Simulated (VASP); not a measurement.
The system is Ni.

```
CELL_PARAMETERS angstrom
0.00000 1.73757 1.73757
1.73757 0.00000 1.73757
1.73757 1.73757 0.00000
ATOMIC_POSITIONS crystal
Ni 0.00000 0.00000 0.00000
```

* Program: VASP 6.6.1
* Task: relaxation of cell and atoms
* Functional: PBE
* Potentials or basis: VASP PAW PBE potentials, release 64 (Ni_sv_GW)
* Cutoff: 680 eV
* k mesh: 13 × 13 × 13
* Occupations: fermi-dirac, width 0.05 eV
* Spin: collinear spin, ferromagnetic start
* Starting moments: [1.0] μB

At the start: pressure 6.8 GPa; volume 10.49 Å³/atom.

How do energy, volume and symmetry change on relaxing?

Over 10 steps the energy falls by 6.2 meV/atom and the volume is 10.79 Å³/atom (+2.9 %); space group Fm-3m (No. 225, to 0.05 Å); moment 0.63 μB per cell.

Step by step:
| step | energy change (eV) | largest force (eV/Å) | pressure (GPa) | volume (Å³) |
| --- | --- | --- | --- | --- |
| 1 | 0.0000 | 0.0000 | 6.80 | 10.49 |
| 2 | 0.0028 | 0.0000 | -7.42 | 11.18 |
| 3 | -0.0062 | 0.0000 | -0.21 | 10.80 |
| 4 | -0.0062 | 0.0000 | 0.54 | 10.79 |
| 5 | -0.0062 | 0.0000 | -0.24 | 10.80 |
| 6 | -0.0062 | 0.0000 | 0.90 | 10.79 |
| 7 | -0.0062 | 0.0000 | -1.86 | 10.79 |
| 8 | -0.0062 | 0.0000 | 1.34 | 10.79 |
| 9 | -0.0062 | 0.0000 | -0.23 | 10.79 |
| 10 | -0.0062 | 0.0000 | -0.04 | 10.79 |

Final structure:
```
Ni
1.0
     0.00000    1.75410    1.75410
     1.75410    0.00000    1.75410
     1.75410    1.75410    0.00000
Ni
1
Direct
  0.00000 0.00000 0.00000
```
